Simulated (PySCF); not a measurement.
C7H10.
Atom-mapped SMILES: `[CH:1]1=[CH:2][C@H:3]2[CH2:4][CH2:5][C@@H:6]1[CH2:7]2`

NICS is the negative of the GIAO shielding at a point without a nucleus: at the ring centre (0) and 1 Å above and below it (1); zz is the component along the ring normal. Level: GIAO PBE0/pcSseg-1 (PySCF, non-relativistic, gas phase) on the GFN2-xTB geometry, one conformer.

Ring bond lengths (Å), with Mayer bond orders in brackets: C1–C2 1.326 (1.84), C2–C3 1.507 (0.98), C3–C7 1.532 (0.96), C7–C6 1.532 (0.96), C6–C1 1.507 (0.98); C3–C4 1.547 (0.98), C4–C5 1.540 (1.02), C5–C6 1.547 (0.98), C6–C7 1.532 (0.96), C7–C3 1.532 (0.96).

Task: What do the NICS probes read (ppm)?

Result: 
| ring | type | NICS(0) | NICS(1), two faces | NICS(1)zz, two faces | rms pucker (Å) | centre to ring atoms, mean (Å) |
| --- | --- | --- | --- | --- | --- | --- |
| C1–C2–C3–C7–C6 | 5-membered carbocycle; formal bonds 1 double, 4 single | -6.8 | -9.6 / -6.1 | -12.2 / -7.5 | 0.24 | 1.22 |
| C3–C4–C5–C6–C7 | 5-membered carbocycle; formal bonds all single | -8.7 | -9.1 / -4.5 | -16.7 / -5.6 | 0.27 | 1.26 |

Task: What can be read from them?

Result: 
- C1–C2–C3–C7–C6: mean NICS(1)zz -9.9 ppm, shielded. C3, C6, C7 have four or more neighbours, and the NICS criterion for π rings isn't applied. The two faces differ by 4.7 ppm, so no symmetry operation interchanges them.
- C3–C4–C5–C6–C7: mean NICS(1)zz -11.1 ppm, shielded. C3, C4, C5, C6, C7 have four or more neighbours, and the NICS criterion for π rings isn't applied. The two faces differ by 11.1 ppm, so no symmetry operation interchanges them.

Task: At the second NICS(1) probe listed for ring C3–C4–C5–C6–C7, 1 Å off the ring, what do the in-plane components average?

Result: The isotropic value is a third of the trace: (3 × -4.5 − (-5.6))/2 = -4.0 ppm.

Task: List the ring angles and the Hirshfeld charges of the ring atoms.

Result: 
- C1–C2–C3–C7–C6: C1 107.5° (-0.052 e), C2 107.5° (-0.052 e), C3 100.4° (-0.029 e), C7 93.4° (-0.073 e), C6 100.4° (-0.029 e); sum 509.2° against 540° for a flat convex ring.
- C3–C4–C5–C6–C7: C3 100.7° (-0.029 e), C4 102.9° (-0.072 e), C5 102.9° (-0.072 e), C6 100.7° (-0.029 e), C7 93.4° (-0.073 e); sum 500.5° against 540° for a flat convex ring.

On an Arm Neoverse V2 with one thread, shared host, this took 18 s of wall time. This is the whole shielding run at PBE0/pcSseg-1, SCF included.
